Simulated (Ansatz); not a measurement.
Au:

```
Au
1.0
     2.74841    0.00000    0.00000
     0.00000    2.74841    0.00000
     0.00000    0.00000    2.74841
Au
1
Direct
  0.50000 0.50000 0.50000
```

The cell was built by a generator and needn't be a form met in nature.

Base run:

```yaml
Program: Ansatz 0.2.0
Functional: BLYP
Potentials_or_basis: Ansatz PAW
Cutoff: "420 eV (not typed: the program's choice for these potentials)"
k_mesh: 10 × 10 × 10
Occupations: fermi-dirac, width 0.05 eV
Spin: no spin polarisation
```

Its results: band gap on the k mesh none (metal or under the smearing width); pressure 7.6 GPa.

After a change of settings the same cell gave: band gap on the k mesh none (metal or under the smearing width); pressure 3.6 GPa. Which change was it?
A. functional from BLYP to revPBE
B. functional from BLYP to RPBE
C. functional from BLYP to r2SCAN; cutoff from 420 eV (not typed: the program's choice for these potentials) to 500 eV (not typed: the program's choice for these potentials)

B.

Caveats: spin-orbit coupling is left out, which moves the levels of the heavy elements; the PAW data sets come from PBE, with cores solved anew for the run's functional, which leaves a small shift of forces and pressure.

Runs at the PBE level aren't shown here.
